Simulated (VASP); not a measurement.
# HfH (P6_3/mmc) in VASP: reference runs

Aim: a first look at HfH with PBE, on the cell as given.

Everything below comes from runs of VASP 6.6.1. Logs are shortened: lines on timing, memory, paths and dates and some standing lists are left out, and cuts for length are marked.

## Step 1: The crystal as given

The structure is hexagonal, space group P6_3/mmc (No. 194). The conventional cell has a = 3.206 Å, b = 3.206 Å, c = 5.328 Å, α = 90.00°, β = 90.00°, γ = 120.00°. Hf (site symmetry -6m2) has 6 H at 2.28 Å as nearest neighbours. H (site symmetry -3m) has 6 Hf at 2.28 Å as nearest neighbours.

The cell was built by a generator and needn't be a form met in nature.

## Step 2: Single point, PBE

Input file INCAR:

```
SYSTEM = HfH
PREC = Accurate
ENCUT = 520
EDIFF = 1E-7
ISMEAR = -1
SIGMA = 0.05
LREAL = .False.
LASPH = .True.
NELM = 60
ALGO = Normal
ISIF = 2
LWAVE = .False.
LCHARG = .True.
GGA = PE
LELF = .True.
LVHAR = .True.
NBANDS = 19
```

Input file KPOINTS:

```
Automatic mesh
0
Gamma
  10 10 5
  0 0 0
```

Input file POSCAR:

```
HfH
1.0
    3.2063100000      0.0000000000      0.0000000000
   -1.6031600000      2.7767500000      0.0000000000
    0.0000000000      0.0000000000      5.3282100000
Hf H
2 2
Direct
    0.3333300000      0.6666700000      0.7500000000
    0.6666700000      0.3333300000      0.2500000000
    0.0000000000      0.0000000000      0.0000000000
    0.0000000000      0.0000000000      0.5000000000
```

Potentials or basis: VASP PAW PBE potentials, release 64 (Hf_pv, H).

On the command line:

```
cat potpaw_PBE.64/Hf_pv/POTCAR potpaw_PBE.64/H/POTCAR > POTCAR
mpirun -np 1 vasp_std > vasp.out
```

OUTCAR:

```text
SYSTEM = HfH
   PREC = Accurate
   ENCUT = 520
   EDIFF = 1E-7
   ISMEAR = -1
   LREAL = .False.
   LASPH = .True.
   NELM = 60
   ISIF = 2
   GGA = PE

 ion  position               nearest neighbor table
   1  0.333  0.667  0.750-   3 2.28   4 2.28   3 2.28   4 2.28   3 2.28   4 2.28   2 3.24   2 3.24
                             2 3.24   2 3.24   2 3.24   2 3.24
   2  0.667  0.333  0.250-   3 2.28   4 2.28   3 2.28   4 2.28   3 2.28   4 2.28   1 3.24   1 3.24
                             1 3.24   1 3.24   1 3.24   1 3.24
   3  0.000  0.000  0.000-   1 2.28   2 2.28   2 2.28   1 2.28   2 2.28   1 2.28
   4  0.000  0.000  0.500-   1 2.28   2 2.28   2 2.28   1 2.28   2 2.28   1 2.28

  LATTYP: Found a hexagonal cell.
 ALAT       =     3.2063100000
 C/A-ratio  =     1.6617887852

  Lattice vectors:

 A1 = (   3.2063100000,   0.0000000000,   0.0000000000)
 A2 = (  -1.6031600000,   2.7767500000,   0.0000000000)
 A3 = (   0.0000000000,   0.0000000000,   5.3282100000)

Analysis of symmetry for initial positions (statically):
=====================================================================
 Subroutine PRICEL returns:
 Original cell was already a primitive cell.

 Routine SETGRP: Setting up the symmetry group for a
 hexagonal supercell.

 Subroutine GETGRP returns: Found  8 space group operations
 (whereof  4 operations were pure point group operations)
 out of a pool of 24 trial point group operations.

The static configuration has the point symmetry C_2h.
 The point group associated with its full space group is D_2h.

Analysis of symmetry for dynamics (positions and initial velocities):
=====================================================================
 Subroutine PRICEL returns:
 Original cell was already a primitive cell.

 Routine SETGRP: Setting up the symmetry group for a
 hexagonal supercell.

 Subroutine GETGRP returns: Found  8 space group operations
 (whereof  4 operations were pure point group operations)
 out of a pool of 24 trial point group operations.

The dynamic configuration has the point symmetry C_2h.
 The point group associated with its full space group is D_2h.

 Subroutine INISYM returns: Found  8 space group operations
 (whereof  4 operations are pure point group operations),
 and found     1 'primitive' translations

----------------------------------------------------------------------------------------

                                     Primitive cell

  volume of cell :      47.4377

  direct lattice vectors                    reciprocal lattice vectors
     3.206310000  0.000000000  0.000000000     0.311885002  0.180067186  0.000000000
    -1.603160000  2.776750000  0.000000000     0.000000000  0.360133249  0.000000000
     0.000000000  0.000000000  5.328210000     0.000000000  0.000000000  0.187680290

  length of vectors
     3.206310000  3.206316040  5.328210000     0.360133928  0.360133249  0.187680290

  position of ions in fractional coordinates (direct lattice)
     0.333330000  0.666670000  0.750000000
     0.666670000  0.333330000  0.250000000
     0.000000000  0.000000000  0.000000000
     0.000000000  0.000000000  0.500000000

  ion indices of the primitive-cell ions
   primitive index   ion index
                 1           1
                 2           2
                 3           3
                 4           4

----------------------------------------------------------------------------------------

 KPOINTS: Automatic mesh

Automatic generation of k-mesh.
 Grid dimensions read from file:
 generate k-points for:   10   10    5

 Generating k-lattice:

  Cartesian coordinates                     Fractional coordinates (reciprocal lattice)
     0.031188500  0.018006719  0.000000000     0.100000000  0.000000000  0.000000000
     0.000000000  0.036013325  0.000000000     0.000000000  0.100000000  0.000000000
     0.000000000  0.000000000  0.037536058     0.000000000  0.000000000  0.200000000

  Length of vectors
     0.036013393  0.036013325  0.037536058

  Shift w.r.t. Gamma in fractional coordinates (k-lattice)
     0.000000000  0.000000000  0.000000000

 Subroutine IBZKPT returns following result:
 ===========================================

 Found     93 irreducible k-points:

 Following reciprocal coordinates:
            Coordinates               Weight
  0.000000  0.000000  0.000000      1.000000
  0.100000  0.000000  0.000000      4.000000
 -0.100000  0.100000  0.000000      2.000000
  0.200000  0.000000  0.000000      4.000000
 -0.200000  0.200000  0.000000      2.000000
  0.300000  0.000000  0.000000      4.000000
[... 16 lines left out ...]
  0.200000  0.200000  0.000000      2.000000
 -0.200000  0.400000  0.000000      4.000000
 [... further k-points ...]
   k-points           NKPTS =     93   k-points in BZ     NKDIM =     93   number of bands    NBANDS=     19
   number of dos      NEDOS =    301   number of ions     NIONS =      4
   total plane-waves  NPLWV =  23040
   dimension x,y,z NGX =    24 NGY =   24 NGZ =   40
   dimension x,y,z NGXF=    48 NGYF=   48 NGZF=   80
   ions per type =               2   2
   NGX,Y,Z   is equivalent  to a cutoff of  12.44, 12.44, 12.48 a.u.
   NGXF,Y,Z  is equivalent  to a cutoff of  24.89, 24.89, 24.96 a.u.
 SYSTEM =  HfH
   PREC   = accura    normal or accurate (medium, high low for compatibility)
   ISTART =      0    job   : 0-new  1-cont  2-samecut
   ICHARG =      2    charge: 1-file 2-atom 10-const
   ISPIN  =      1    spin polarized calculation?
   LNONCOLLINEAR =      F non collinear calculations
   LSORBIT =      F    spin-orbit coupling
   LASPH  =      T    aspherical Exc in radial PAW
   ENCUT  =  520.0 eV  38.22 Ry    6.18 a.u.   5.96  5.96  9.91*2*pi/ulx,y,z
   NELM   =     60;   NELMIN=  2; NELMDL= -5     # of ELM steps
   EDIFF  = 0.1E-06   stopping-criterion for ELM
   LREAL  =      F    real-space projection
   EDIFFG = 0.1E-05   stopping-criterion for IOM
   NSW    =      0    number of steps for IOM
   IBRION =     -1    ionic relax: 0-MD 1-quasi-New 2-CG
   NFREE  =      0    steps in history (QN), initial steepest desc. (CG)
   ISIF   =      2    stress and relaxation
   ISYM   =      2    0-nonsym 1-usesym 2-fastsym
   POTIM  = 0.5000    time-step for ionic-motion
   TEBEG  =    0.0;   TEEND  =   0.0 temperature during run
   PSTRESS=    0.0 pullay stress
   NELECT =      22.0000    total number of electrons
   NUPDOWN=      -1.0000    fix difference up-down
   EMIN   =  10.00;   EMAX   =-10.00  energy-range for DOS
   EFERMI =   0.00;   METHOD = LEGACY
   ISMEAR =    -1;   SIGMA  =   0.05  broadening in eV -4-tet -1-fermi 0-gaus
   EFERMI_NEDOS =   21; number of points for ismear=-14 and -15
   IALGO  =     38    algorithm
   IMIX   =      4    mixing-type and parameters
     AMIX     =   0.40;   BMIX     =  1.00
     AMIX_MAG =   1.60;   BMIX_MAG =  1.00
  volume/ion in A,a.u.               =      11.86        80.03
  Fermi-wavevector in a.u.,A,eV,Ry     =   1.267188  2.394639 21.847778  1.605766
  Thomas-Fermi vector in A             =   2.400350
   LORBIT       =      0    0 simple, 1 ext, 2 COOP (PROOUT), +10 PAW based schemes
   GGA     = PE    functional components
   LHFCALC =     F    Hartree Fock is set to
   AEXX    =    0.0000 exact exchange contribution
   IVDW    =     0    specifies the selected vdW correction
   LEPSILON=     F    determine dielectric tensor
   LRPA    =     F    only Hartree local field effects (RPA)
 non-spin polarized calculation
  energy-cutoff  :      520.00
  volume of cell :       47.44
 maximum number of plane-waves:      1298
   NGX = 11   NGY = 11   NGZ = 19

 number of electron      22.0000000 magnetization

 Free energy of the ion-electron system (eV)
  ---------------------------------------------------
  ext. energy  EPLUGINS =         0.00000000
  ---------------------------------------------------
  free energy    TOTEN  =       -27.37934759 eV

  energy without entropy =      -27.34970332  energy(sigma->0) =      -27.36452546

 E-fermi :   5.1850     XC(G=0): -11.5398

 val. band max:        5.1785077612   @ k =   0.4000   0.4000   0.0000
 cond. band min:       5.1885729466   @ k =   0.3000   0.0000   0.0000
 fundamental gap:      0.0100651853
 Fermi energy:         5.1850006176

 k-point     1 :       0.0000    0.0000    0.0000
  band No.  band energies     occupation
      1     -25.7463      2.00000
      2     -25.1533      2.00000
      3     -25.1533      2.00000
      4     -25.0724      2.00000
      5     -25.0724      2.00000
      6     -25.0618      2.00000
[... 11 lines left out ...]
     18       9.8860      0.00000
     19      10.1626      0.00000

 k-point     2 :       0.1000    0.0000    0.0000
  band No.  band energies     occupation
      1     -25.7227      2.00000
      2     -25.2086      2.00000
      3     -25.1703      2.00000
      4     -25.1303      2.00000
      5     -25.0809      2.00000
      6     -25.0687      2.00000
[... 11 lines left out ...]
     18      10.4337      0.00000
     19      11.0602      0.00000

 k-point     3 :      -0.1000    0.1000    0.0000
  band No.  band energies     occupation
      1     -25.7227      2.00000
      2     -25.2086      2.00000
      3     -25.1703      2.00000
      4     -25.1304      2.00000
      5     -25.0809      2.00000
      6     -25.0687      2.00000
[... 11 lines left out ...]
     18      10.4336      0.00000
     19      11.0602      0.00000

 k-point     4 :       0.2000    0.0000    0.0000
  band No.  band energies     occupation
      1     -25.6572      2.00000
      2     -25.3552      2.00000
      3     -25.2749      2.00000
      4     -25.2129      2.00000
      5     -25.1046      2.00000
      6     -25.0904      2.00000
[... 11 lines left out ...]
     18      11.4114      0.00000
     19      12.5770      0.00000

 k-point     5 :      -0.2000    0.2000    0.0000
  band No.  band energies     occupation
      1     -25.6572      2.00000
      2     -25.3552      2.00000
      3     -25.2749      2.00000
      4     -25.2129      2.00000
      5     -25.1046      2.00000
      6     -25.0904      2.00000
[... 11 lines left out ...]
     18      11.4113      0.00000
     19      12.5771      0.00000

 k-point     6 :       0.3000    0.0000    0.0000
  band No.  band energies     occupation
      1     -25.5646      2.00000
      2     -25.5379      2.00000
      3     -25.4416      2.00000
      4     -25.2632      2.00000
      5     -25.1356      2.00000
      6     -25.1284      2.00000
[... 11 lines left out ...]
     18      11.5221      0.00000
     19      12.1890      0.00000

 k-point     7 :      -0.3000    0.3000    0.0000
  band No.  band energies     occupation
      1     -25.5646      2.00000
      2     -25.5379      2.00000
      3     -25.4416      2.00000
      4     -25.2632      2.00000
      5     -25.1356      2.00000
      6     -25.1284      2.00000
[... 11 lines left out ...]
     18      11.5222      0.00000
     19      12.1890      0.00000

 k-point     8 :       0.4000   -0.0000    0.0000
  band No.  band energies     occupation
      1     -25.6846      2.00000
      2     -25.5698      2.00000
      3     -25.4700      2.00000
      4     -25.3025      2.00000
      5     -25.1784      2.00000
      6     -25.1615      2.00000
[... 256 lines left out ...]
 k-point    20 :       0.4000    0.1000    0.0000
  band No.  band energies     occupation
      1     -25.7103      2.00000
      2     -25.5917      2.00000
      3     -25.4234      2.00000
      4     -25.3440      2.00000
      5     -25.2079      2.00000
      6     -25.2049      2.00000
[... 11 lines left out ...]
     18      11.4217      0.00000
     19      12.3415      0.00000

 k-point    21 :      -0.1000    0.5000    0.0000
  band No.  band energies     occupation
      1     -25.7103      2.00000
      2     -25.5917      2.00000
      3     -25.4234      2.00000
      4     -25.3440      2.00000
      5     -25.2079      2.00000
      6     -25.2049      2.00000
[... 11 lines left out ...]
     18      11.4216      0.00000
     19      12.3411      0.00000

 k-point    22 :       0.5000    0.4000    0.0000
  band No.  band energies     occupation
      1     -25.7103      2.00000
      2     -25.5917      2.00000
      3     -25.4234      2.00000
      4     -25.3440      2.00000
      5     -25.2079      2.00000
      6     -25.2049      2.00000
[... 11 lines left out ...]
     18      11.4216      0.00000
     19      12.3417      0.00000

 k-point    23 :       0.2000    0.2000    0.0000
  band No.  band energies     occupation
      1     -25.5449      2.00000
      2     -25.5152      2.00000
      3     -25.5136      2.00000
      4     -25.3016      2.00000
      5     -25.2196      2.00000
      6     -25.1522      2.00000
[... 11 lines left out ...]
     18      11.7419      0.00000
     19      12.2841      0.00000

 k-point    24 :      -0.2000    0.4000    0.0000
  band No.  band energies     occupation
      1     -25.5449      2.00000
      2     -25.5153      2.00000
      3     -25.5136      2.00000
      4     -25.3016      2.00000
      5     -25.2196      2.00000
      6     -25.1522      2.00000
[... 11 lines left out ...]
     18      11.7420      0.00000
     19      12.2842      0.00000

 [... further k-points ...]

------------------------ aborting loop because EDIFF is reached ----------------------------------------

  FORCE on cell =-STRESS in cart. coord.  units (eV):
  Direction    XX          YY          ZZ          XY          YZ          ZX
  --------------------------------------------------------------------------------------
  -------------------------------------------------------------------------------------
  Total       -0.2531104     -0.2529292     -0.0529460      0.0001579      0.0000000      0.0000000
  in kB       -8.5486368     -8.5425198     -1.7882155      0.0053346      0.0000000      0.0000000
  external PRESSURE =      -6.2931241 kB  Pullay stress =       0.0000000 kB

 VOLUME and BASIS-vectors are now :
 -----------------------------------------------------------------------------
  energy-cutoff  :      520.00
  volume of cell :       47.44
      direct lattice vectors                 reciprocal lattice vectors
     3.206310000  0.000000000  0.000000000     0.311885002  0.180067186  0.000000000
    -1.603160000  2.776750000  0.000000000     0.000000000  0.360133249  0.000000000
     0.000000000  0.000000000  5.328210000     0.000000000  0.000000000  0.187680290

 POSITION                                       TOTAL-FORCE (eV/Angst)
 -----------------------------------------------------------------------------------
     -0.00002      1.85118      3.99616        -0.000029      0.000017      0.000000
      1.60317      0.92557      1.33205         0.000029     -0.000017      0.000000
      0.00000      0.00000      0.00000         0.000000      0.000000      0.000000
      0.00000      0.00000      2.66411         0.000000      0.000000      0.000000
 -----------------------------------------------------------------------------------
    total drift:                                0.000000      0.000000      0.000000

  FREE ENERGIE OF THE ION-ELECTRON SYSTEM (eV)
  ---------------------------------------------------
  free  energy   TOTEN  =       -27.3793475928 eV

  energy  without entropy=      -27.3497033241  energy(sigma->0) =      -27.36452546
```

Run time: 23 s. Hardware: 1 thread of Intel Xeon 6975P-C (Granite Rapids), shared host; peak memory 0.21 GiB.

Results:

```
Free energy            : -27.3793 eV
Pressure               : -0.6 GPa
Band gap on the k mesh : none (metal or under the smearing width)
```

Spin-orbit coupling is left out, which matters for the levels of Hf.
